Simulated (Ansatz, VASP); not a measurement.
# InSb: VASP beside Ansatz

```
In Sb
1.0
     0.00000    3.35027    3.35027
     3.35027    0.00000    3.35027
     3.35027    3.35027    0.00000
In Sb
1 1
Cartesian
  0.0000 0.0000 0.0000
  1.6751 1.6751 1.6751
```

Alike in both runs: task single point; functional PBE; k mesh 12 × 12 × 12; occupations gaussian, width 0.1 eV; no spin polarisation.

|  | VASP | Ansatz |
| --- | --- | --- |
| version | VASP 6.6.1 | Ansatz 0.2.0 |
| potentials or method | VASP PAW PBE potentials, release 64 (In_d, Sb) | scalar-relativistic, plane waves, PAW |
| plane-wave cutoff (eV) | 520 | 420 |
| valence electrons in the cell | 18 | 28 |

```tsv
	VASP	Ansatz	Ansatz less VASP
gap on the k mesh at the Fermi level (eV)	none	none	-
pressure (GPa)	-1.0	-1.0	+0.02
```

A gap of «none» marks a metal or a gap that the smearing closes. The two sets of potentials don't hold the same shells in valence.

The runs have no spin-orbit coupling, so splittings on Sb are missing.
